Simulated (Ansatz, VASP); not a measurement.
Given: the input of a run of VASP 6.6.1 on TiO2.

INCAR

```
SYSTEM = TiO2
PREC = Accurate
ENCUT = 980
EDIFF = 1E-6
ISMEAR = -1
SIGMA = 0.05
LREAL = .FALSE.
LASPH = .TRUE.
NELM = 100
ALGO = Fast
ISIF = 3
LWAVE = .FALSE.
LCHARG = .FALSE.
GGA = PE
IBRION = 2
NSW = 60
EDIFFG = -0.005
```

KPOINTS

```
regular mesh
0
G
  6 6 9
  0 0 0
```

The input POSCAR:

```
TiO2
1.0
    4.5998373239      0.0000000000      0.0000000000
    0.0000000000      4.5998373239      0.0000000000
    0.0000000000      0.0000000000      2.9592135600
Ti O
2 4
Direct
    0.0000000000      0.0000000000      0.5000000000
    0.5000000000      0.5000000000      0.0000000000
    0.3043213200      0.3043213200      0.5000000000
    0.1956786800      0.8043213200      0.0000000000
    0.8043213200      0.1956786800      0.0000000000
    0.6956786800      0.6956786800      0.5000000000
```

Potentials or basis: VASP PAW PBE potentials, release 64 (Ti_sv, O_h).

Run with:

```console
$ cat potpaw_PBE.64/Ti_sv/POTCAR potpaw_PBE.64/O_h/POTCAR > POTCAR
$ mpirun -np 1 vasp_std > vasp.out
```

Set up the same calculation for Ansatz 0.2.0. Potentials there: Ansatz PAW.

As run (the cutoff follows the program's own potentials):

File input.yaml:

```yaml
crystal:
  lattice:
    - [4.5998373239, 0.0, 0.0]
    - [0.0, 4.5998373239, 0.0]
    - [0.0, 0.0, 2.95921356]
  atoms:
    - { symbol: Ti, position: [0.0, 0.0, 0.5] }
    - { symbol: Ti, position: [0.5, 0.5, 0.0] }
    - { symbol: O, position: [0.30432132, 0.30432132, 0.5] }
    - { symbol: O, position: [0.19567868, 0.80432132, 0.0] }
    - { symbol: O, position: [0.80432132, 0.19567868, 0.0] }
    - { symbol: O, position: [0.69567868, 0.69567868, 0.5] }
hamiltonian:
  xc: pbe
  pseudopotentials: { kind: paw }
kpoints:
  mp_grid: { grid: [6, 6, 9] }
scf:
  occupations: { method: fermi_dirac, width: 0.05 }
output:
  forces: true
  stress: true
relax:
  f_tol: 0.01
  max_steps: 40
  cell: { stress_tol: 0.05 }
```

Potentials or basis: Ansatz PAW.

Run with:

```bash
$ ansatz run input.yaml --threads 2 --pin off --max-ram 5632MiB --backend cpu --events-out ev --progress --plain --runs-dir out
```

Both were run:

|  | VASP | Ansatz | Ansatz less VASP |
| --- | --- | --- | --- |
| relaxed volume (Å³/atom) | 10.68 | 10.65 | -0.032 |
| relaxed cell length with the largest relative difference (Å) | 2.967 | 2.964 | -0.0033 |
| energy change over the relaxation (meV/atom) | -4 | -3 | +0.9 |

Caveats: an odd mesh through Γ misses points on the zone boundary, where band edges often lie (VASP); odd divisions of the mesh miss points on the zone boundary, where band edges often lie, so the gap on the mesh can be too wide (Ansatz); the plane-wave basis is chosen anew once the cell has moved, so the energies of steps on either side of that aren't comparable (Ansatz); the pressure holds a Pulay correction of +0.7 GPa for the finite cutoff (Ansatz). PBE gaps usually lie below the measured ones, often by a third to a half.
